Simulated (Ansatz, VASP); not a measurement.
# Two plane-wave programs on TiTe2

```xyz
3
Lattice="3.7902 0.0000 0.0000 -1.8951 3.2824 0.0000 0.0000 0.0000 6.3890" Properties=species:S:1:pos:R:3 pbc="T T T"
Ti    0.0000    0.0000    0.0000
Te    0.0000    2.1883    1.6980
Te    1.8951    1.0941    4.6910
```

Alike in both runs: functional BLYP; dispersion D3(BJ); k mesh 8 × 8 × 4; occupations gaussian, width 0.05 eV; no spin polarisation.

Ansatz relaxed the structure, and its values are those at the end. VASP's run is a single point on that final structure, the one shown.

|  | VASP | Ansatz |
| --- | --- | --- |
| version | VASP 6.6.1 | Ansatz 0.2.0 |
| potentials or method | VASP PAW PBE potentials, release 64 (Ti_sv, Te) | scalar-relativistic, plane waves, PAW |
| plane-wave cutoff (eV) | 520 | 420 |
| valence electrons in the cell | 24 | 44 |

|  | VASP | Ansatz | Ansatz less VASP |
| --- | --- | --- | --- |
| gap on the k mesh at the Fermi level (eV) | none | none | - |
| pressure (GPa) | -1.4 | -1.6 | -0.21 |
| rms of the force components (eV/Å) | 0.017 | 0.002 | -0.0152 |
| dispersion energy (meV/atom) | -1168.2 | -1168.3 | -0.13 |

A gap of «none» marks a metal or a gap that the smearing closes. The two sets of potentials don't hold the same shells in valence.

Caveats: the PAW data sets were made with another functional, which shifts forces and pressure a little (VASP). Spin-orbit coupling is left out, which matters for the levels of Te.
